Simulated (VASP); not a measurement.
# MgO (Fm-3m) in VASP: further runs

The runs below take MgO through single point, with LDA, PBE.

Everything below comes from runs of VASP 6.6.1. Logs are shortened: lines on timing, memory, paths and dates and some standing lists are left out, and cuts for length are marked.

**Experimental background.**

“Electronic structure of alkaline earth and post-transition metal oxides”, 2009, arxiv:0908.1581 quotes, for a bulk crystal of MgO: band gap 7.83 eV.

How close the calculation comes is told below.

## 1. The crystal as given

The structure is cubic, space group Fm-3m (No. 225). The conventional cell has a = 4.194 Å, b = 4.194 Å, c = 4.194 Å, α = 90.00°, β = 90.00°, γ = 90.00°. Mg (site symmetry m-3m) has 6 O at 2.10 Å as nearest neighbours. O (site symmetry m-3m) is surrounded by 6 Mg at 2.10 Å.

The cell is a database's computed one.

## 2. Single point, LDA

File INCAR:

```
PREC = Accurate
ENCUT = 400
EDIFF = 1E-7
ISMEAR = 0
SIGMA = 0.05
LREAL = False
LASPH = True
NELM = 100
ALGO = Normal
ISIF = 2
LWAVE = False
LCHARG = False
GGA = CA
NBANDS = 11
ADDGRID = False
```

File KPOINTS:

```
regular mesh
0
Gamma
  13 13 13
```

File POSCAR:

```
MgO
1.0
    0.0000000000      2.0970013927      2.0970013927
    2.0970013927      0.0000000000      2.0970013927
    2.0970013927      2.0970013927      0.0000000000
Mg O
1 1
Direct
   -0.0111690000     -0.0083340000      0.0019910000
    0.5083620000      0.4891820000      0.5308490000
```

Potentials or basis: VASP PAW LDA potentials, release 64 (Mg, O).

Command:

```console
$ cat potpaw_LDA.64/Mg/POTCAR potpaw_LDA.64/O/POTCAR > POTCAR
$ mpirun -np 1 vasp_std > vasp.out
```

OUTCAR:

```text
PREC = Accurate
   ENCUT = 400
   EDIFF = 1E-7
   ISMEAR = 0
   LREAL = False
   LASPH = True
   NELM = 100
   ISIF = 2
   GGA = CA

 Found   1099 irreducible k-points:

 Following reciprocal coordinates:
            Coordinates               Weight
  0.000000  0.000000  0.000000      1.000000
  0.076923  0.000000  0.000000      2.000000
  0.000000  0.076923  0.000000      2.000000
  0.000000  0.000000  0.076923      2.000000
  0.076923  0.076923  0.076923      2.000000
  0.153846  0.000000  0.000000      2.000000
   k-points           NKPTS =   1099   k-points in BZ     NKDIM =   1099   number of bands    NBANDS=     11
   number of dos      NEDOS =    301   number of ions     NIONS =      2
   total plane-waves  NPLWV =   8000
   dimension x,y,z NGX =    20 NGY =   20 NGZ =   20
   dimension x,y,z NGXF=    40 NGYF=   40 NGZF=   40
   ions per type =               1   1
   NGX,Y,Z   is equivalent  to a cutoff of  11.21, 11.21, 11.21 a.u.
   NGXF,Y,Z  is equivalent  to a cutoff of  22.42, 22.42, 22.42 a.u.
 SYSTEM =  unknown system
   PREC   = accura    normal or accurate (medium, high low for compatibility)
   ISTART =      0    job   : 0-new  1-cont  2-samecut
   ICHARG =      2    charge: 1-file 2-atom 10-const
   ISPIN  =      1    spin polarized calculation?
   LNONCOLLINEAR =      F non collinear calculations
   LSORBIT =      F    spin-orbit coupling
   LASPH  =      T    aspherical Exc in radial PAW
   ENCUT  =  400.0 eV  29.40 Ry    5.42 a.u.   4.84  4.84  4.84*2*pi/ulx,y,z
   NELM   =    100;   NELMIN=  2; NELMDL= -5     # of ELM steps
   EDIFF  = 0.1E-06   stopping-criterion for ELM
   LREAL  =      F    real-space projection
   EDIFFG = 0.1E-05   stopping-criterion for IOM
   NSW    =      0    number of steps for IOM
   IBRION =     -1    ionic relax: 0-MD 1-quasi-New 2-CG
   NFREE  =      0    steps in history (QN), initial steepest desc. (CG)
   ISIF   =      2    stress and relaxation
   ISYM   =      2    0-nonsym 1-usesym 2-fastsym
   POTIM  = 0.5000    time-step for ionic-motion
   TEBEG  =    0.0;   TEEND  =   0.0 temperature during run
   PSTRESS=    0.0 pullay stress
   NELECT =       8.0000    total number of electrons
   NUPDOWN=      -1.0000    fix difference up-down
   EMIN   =  10.00;   EMAX   =-10.00  energy-range for DOS
   EFERMI =   0.00;   METHOD = LEGACY
   ISMEAR =     0;   SIGMA  =   0.05  broadening in eV -4-tet -1-fermi 0-gaus
   EFERMI_NEDOS =   21; number of points for ismear=-14 and -15
   IALGO  =     38    algorithm
   IMIX   =      4    mixing-type and parameters
     AMIX     =   0.40;   BMIX     =  1.00
     AMIX_MAG =   1.60;   BMIX_MAG =  1.00
  volume/ion in A,a.u.               =       9.22        62.23
  Fermi-wavevector in a.u.,A,eV,Ry     =   1.239261  2.341864 20.895389  1.535768
  Thomas-Fermi vector in A             =   2.373752
   LORBIT       =      0    0 simple, 1 ext, 2 COOP (PROOUT), +10 PAW based schemes
   GGA     = CA    functional components
   LHFCALC =     F    Hartree Fock is set to
   AEXX    =    0.0000 exact exchange contribution
   IVDW    =     0    specifies the selected vdW correction
   LEPSILON=     F    determine dielectric tensor
   LRPA    =     F    only Hartree local field effects (RPA)
 non-spin polarized calculation
 Gauss-broadening in eV      SIGMA  =   0.05
  energy-cutoff  :      400.00
  volume of cell :       18.44
 maximum number of plane-waves:       343
   NGX =  9   NGY =  9   NGZ =  9

 number of electron       8.0000000 magnetization

 Free energy of the ion-electron system (eV)
  ---------------------------------------------------
  ext. energy  EPLUGINS =         0.00000000
  ---------------------------------------------------
  free energy    TOTEN  =       -13.41736789 eV

  energy without entropy =      -13.41736789  energy(sigma->0) =      -13.41736789

 E-fermi :   3.2433     XC(G=0): -11.6480

 val. band max:        2.9567418829   @ k =   0.0000   0.0000   0.0000
 cond. band min:       7.7350866502   @ k =   0.0000   0.0000   0.0000
 fundamental gap:      4.7783447672
 Fermi energy:         3.2433423405

 k-point     1 :       0.0000    0.0000    0.0000
  band No.  band energies     occupation
      1     -14.1052      2.00000
      2       2.9302      2.00000
      3       2.9446      2.00000
      4       2.9567      2.00000
      5       7.7351      0.00000
      6      18.5821      0.00000
      7      18.6211      0.00000
      8      18.6744      0.00000
      9      22.5977      0.00000
     10      24.3148      0.00000
     11      24.3364      0.00000

 k-point     2 :       0.0769    0.0000    0.0000
  band No.  band energies     occupation
      1     -14.0384      2.00000
      2       2.5227      2.00000
      3       2.8966      2.00000
      4       2.9214      2.00000
      5       8.1231      0.00000
      6      17.7488      0.00000
      7      18.7454      0.00000
      8      18.8254      0.00000
      9      23.6555      0.00000
     10      23.8179      0.00000
     11      23.9053      0.00000

 k-point     3 :       0.0000    0.0769    0.0000
  band No.  band energies     occupation
      1     -14.0384      2.00000
      2       2.5184      2.00000
      3       2.9030      2.00000
      4       2.9202      2.00000
      5       8.1224      0.00000
      6      17.7353      0.00000
      7      18.7622      0.00000
      8      18.8237      0.00000
      9      23.6458      0.00000
     10      23.8118      0.00000
     11      23.9178      0.00000

 k-point     4 :       0.0000    0.0000    0.0769
  band No.  band energies     occupation
      1     -14.0384      2.00000
      2       2.5279      2.00000
      3       2.8915      2.00000
      4       2.9202      2.00000
      5       8.1239      0.00000
      6      17.7650      0.00000
      7      18.7317      0.00000
      8      18.8208      0.00000
      9      23.6686      0.00000
     10      23.8242      0.00000
     11      23.8897      0.00000

 k-point     5 :       0.0769    0.0769    0.0769
  band No.  band energies     occupation
      1     -14.0384      2.00000
      2       2.5426      2.00000
      3       2.8902      2.00000
      4       2.9035      2.00000
      5       8.1262      0.00000
      6      17.8111      0.00000
      7      18.7315      0.00000
      8      18.7692      0.00000
      9      23.7245      0.00000
     10      23.8121      0.00000
     11      23.8562      0.00000

 k-point     6 :       0.1538    0.0000    0.0000
  band No.  band energies     occupation
      1     -13.8466      2.00000
      2       1.5889      2.00000
      3       2.7853      2.00000
      4       2.8109      2.00000
      5       8.9811      0.00000
      6      16.4596      0.00000
      7      19.0977      0.00000
      8      19.1683      0.00000
      9      23.1095      0.00000
     10      23.1468      0.00000
     11      25.1173      0.00000

 [... further k-points ...]
[... 5 lines left out ...]
  --------------------------------------------------------------------------------------
  -------------------------------------------------------------------------------------
  Total       -1.1569683     -0.8452386     -1.2319535     -0.0395866     -0.0251979     -0.0128933
  in kB     -100.5092139    -73.4283436   -107.0234036     -3.4390019     -2.1890121     -1.1200792
  external PRESSURE =     -93.6536537 kB  Pullay stress =       0.0000000 kB

 VOLUME and BASIS-vectors are now :
 -----------------------------------------------------------------------------
  energy-cutoff  :      400.00
  volume of cell :       18.44
      direct lattice vectors                 reciprocal lattice vectors
     0.000000000  2.097001393  2.097001393    -0.238435702  0.238435702  0.238435702
     2.097001393  0.000000000  2.097001393     0.238435702 -0.238435702  0.238435702
     2.097001393  2.097001393  0.000000000     0.238435702  0.238435702 -0.238435702

 POSITION                                       TOTAL-FORCE (eV/Angst)
 -----------------------------------------------------------------------------------
      2.08370      2.07776      4.15310         0.290699      0.580249      0.183925
      2.13901      2.17923      2.09185        -0.290699     -0.580249     -0.183925
 -----------------------------------------------------------------------------------
    total drift:                               -0.000045      0.000322     -0.000017

  FREE ENERGIE OF THE ION-ELECTRON SYSTEM (eV)
  ---------------------------------------------------
  free  energy   TOTEN  =       -13.4173678933 eV

  energy  without entropy=      -13.4173678933  energy(sigma->0) =      -13.41736789
```

It took 93 s on 1 thread of AMD EPYC 9R45 (Zen 5), shared host; peak memory 0.22 GiB.

The run converged, but some of its settings lie outside the range that counts as converged, so its numbers aren't taken as properties of the crystal.

What came out:

```yaml
Free_energy: -13.4174 eV
Largest_force: 0.675 eV/Å
Band_gap_on_the_k_mesh: 4.78 eV, direct
```

Caveat: the cutoff is under 1.25 times the usual one of these potentials, so pressure, stress and relaxed cells hold a basis-set (Pulay) error; an odd mesh through Γ misses points on the zone boundary, where band edges often lie.

## 3. Single point, PBE

File INCAR:

```
PREC = Accurate
ENCUT = 520
EDIFF = 1E-7
ISMEAR = 0
SIGMA = 0.018000000000000002
LREAL = F
LASPH = T
NELM = 100
ALGO = Normal
ISIF = 2
LWAVE = F
LCHARG = F
GGA = PE
NBANDS = 11
```

File KPOINTS:

```
Automatic mesh
0
Gamma
  11 11 11
```

File POSCAR:

```
MgO
1.0
    0.0000000000      2.0970013927      2.0970013927
    2.0970013927      0.0000000000      2.0970013927
    2.0970013927      2.0970013927      0.0000000000
Mg O
1 1
Direct
    0.0000000000      0.0000000000      0.0000000000
    0.5000000000      0.5000000000      0.5000000000
```

Potentials or basis: VASP PAW PBE potentials, release 64 (Mg, O).

Command:

```console
$ cat potpaw_PBE.64/Mg/POTCAR potpaw_PBE.64/O/POTCAR > POTCAR
$ mpirun -np 1 vasp_std > vasp.out
```

It took 4.8 s on 1 thread of Intel Xeon 6975P-C (Granite Rapids), shared host; peak memory 0.14 GiB.

The run converged. Its results:

| Property | Result |
| --- | --- |
| Free energy | -11.8977 eV |
| Pressure | 6.2 GPa |
| Band gap on the k mesh | 4.85 eV, direct |

Levels at points of the mesh, in eV from the valence-band top:
| k point | band 1 | band 2 | band 3 | band 4 | band 5 | band 6 | band 7 | band 8 |
| --- | --- | --- | --- | --- | --- | --- | --- | --- |
| (0.00, 0.00, 0.00) | -17.33 | 0.00 | 0.00 | 0.00 | 4.85 | 15.87 | 15.87 | 15.87 |

## 4. Comparison with measurements

Step 3. Measured gap of MgO: 7.83 eV (quoted in “Electronic structure of alkaline earth and post-transition metal oxides”, 2009, arxiv:0908.1581). This calculation gives 4.85 eV (-2.98 eV). The value is that of PBE, without temperature or zero-point motion. Semilocal functionals fall short of measured gaps as a rule. The cell is a database's relaxed one, not the measured one, which moves gaps too.
